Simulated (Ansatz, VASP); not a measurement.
# Cd in VASP and in Ansatz

POSCAR

```
Cd
1.0
    0.0000000000      2.2181500000      2.2181500000
    2.2181500000      0.0000000000      2.2181500000
    2.2181500000      2.2181500000      0.0000000000
Cd
1
Direct
    0.0000000000      0.0000000000      0.0000000000
```

INCAR.step1

```
ALGO = Normal ; EDIFF = 1E-4
ENCUT = 600 ; GGA = PE
ISMEAR = 1 ; LASPH = True
LCHARG = False ; LREAL = False
LWAVE = True ; NELM = 80
PREC = Accurate ; SIGMA = 0.1
```

The input INCAR.step2:

```
ALGO = Normal ; EDIFF = 1E-6
EDIFFG = -0.01 ; ENCUT = 600
IBRION = 2 ; ISIF = 3
ISMEAR = 1 ; ISTART = 1
IVDW = 13 ; LASPH = True
LCHARG = False ; LMIXTAU = True
LREAL = False ; LWAVE = False
METAGGA = R2SCAN ; NELM = 80
NSW = 80 ; PREC = Accurate
SIGMA = 0.1 ; VDW_A1 = 0.51559235
VDW_A2 = 5.77342911 ; VDW_S6 = 1.0
VDW_S8 = 0.6018749
```

Contents of KPOINTS:

```
k-points
0
Gamma
  10 10 10
```

Input for Ansatz:

```yaml
crystal:
  lattice:
    - [0.0, 2.21815, 2.21815]
    - [2.21815, 0.0, 2.21815]
    - [2.21815, 2.21815, 0.0]
  atoms:
    - { symbol: Cd, position: [0.0, 0.0, 0.0] }
kpoints:
  mp_grid:
    grid: [10, 10, 10]
hamiltonian:
  xc: r2scan
  dispersion: d4
scf:
  occupations:
    method: cold
    width: 0.1
relax:
  cell: {}
```

This isn't the form of Cd at room conditions, which is hcp.

Alike in both runs: task relaxation of cell and atoms; functional r2SCAN; dispersion D4; k mesh 10 × 10 × 10; no spin polarisation.

|  | VASP | Ansatz |
| --- | --- | --- |
| version | VASP 6.6.1 | Ansatz 0.2.0 |
| potentials or method | VASP PAW PBE potentials, release 64 (Cd) | plane waves, PAW |
| plane-wave cutoff (eV) | 600 | 500 |
| occupations | methfessel-paxton of order 1, width 0.1 eV | cold, width 0.1 eV |
| valence electrons in the cell | 12 | 20 |

```csv
,VASP,Ansatz,Ansatz less VASP
relaxed volume (Å³/atom),21.46,21.35,-0.116
relaxed cell length with the largest relative difference (Å),3.119,3.114,-0.0056
energy change over the relaxation (meV/atom),-1,-2,-0.6
```

The two sets of potentials don't hold the same shells in valence.

Caveats: the PAW data sets were made with another functional, which shifts forces and pressure a little (VASP); pairwise dispersion overbinds metals, which lowers pressure and volume.
